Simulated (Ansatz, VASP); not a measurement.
SrCl2: VASP beside Ansatz

INCAR

```
PREC = Accurate
ENCUT = 520
EDIFF = 1E-6
ISMEAR = 0
SIGMA = 0.05
LREAL = False
LASPH = True
NELM = 100
ALGO = Normal
ISIF = 2
LWAVE = False
LCHARG = False
GGA = PE
NBANDS = 19
```

KPOINTS

```
regular mesh
0
Gamma
  6 6 6
```

The input POSCAR:

```
SrCl2
1.0
    0.0000000000      3.4855000000      3.4855000000
    3.4855000000      0.0000000000      3.4855000000
    3.4855000000      3.4855000000      0.0000000000
Sr Cl
1 2
Direct
    0.0000000000      0.0000000000      0.0000000000
    0.2428274279      0.2571725721      0.2571725721
    0.7428274279      0.7571725721      0.7571725721
```

Input for Ansatz:

```yaml
crystal:
  lattice:
    - [0.0, 3.4855, 3.4855]
    - [3.4855, 0.0, 3.4855]
    - [3.4855, 3.4855, 0.0]
  atoms:
    - { symbol: Sr, position: [0.0, 0.0, 0.0] }
    - { symbol: Cl, position: [0.2428274279, 0.2571725721, 0.2571725721] }
    - { symbol: Cl, position: [0.7428274279, 0.7571725721, 0.7571725721] }
basis:
  ecutwfc: 420
kpoints:
  mp_grid: { grid: [6, 6, 6] }
hamiltonian:
  xc: pbe
scf:
  occupations: { method: gaussian, width: 0.05 }
output:
  forces: true
  stress: true
  eigenvalues: true
```

Change from the starting cell: all Cl atoms moved +0.050 Å, as atom 2 along Cartesian [1 0 0].

Alike in both runs: task single point; functional PBE; k mesh 6 × 6 × 6; occupations gaussian, width 0.05 eV; no spin polarisation.

|  | VASP | Ansatz |
| --- | --- | --- |
| version | VASP 6.6.1 | Ansatz 0.2.0 |
| potentials or method | VASP PAW PBE potentials, release 64 (Sr_sv, Cl) | scalar-relativistic, plane waves, PAW |
| plane-wave cutoff (eV) | 520 | 420 |
| valence electrons in the cell | 24 | 24 |

```tsv
	VASP	Ansatz	Ansatz less VASP
gap on the k mesh at the Fermi level (eV)	5.34	5.35	+0.005
least direct gap on the mesh (eV)	5.50	5.51	+0.003
pressure (GPa)	1.2	1.1	-0.08
rms of the force components (eV/Å)	0.056	0.055	-0.0014
```

Atom by atom the forces differ by 0.001 eV/Å (rms over components). With one functional, cell and mesh, what is left measures potentials, basis and numerics.

A k mesh can miss the band edges.
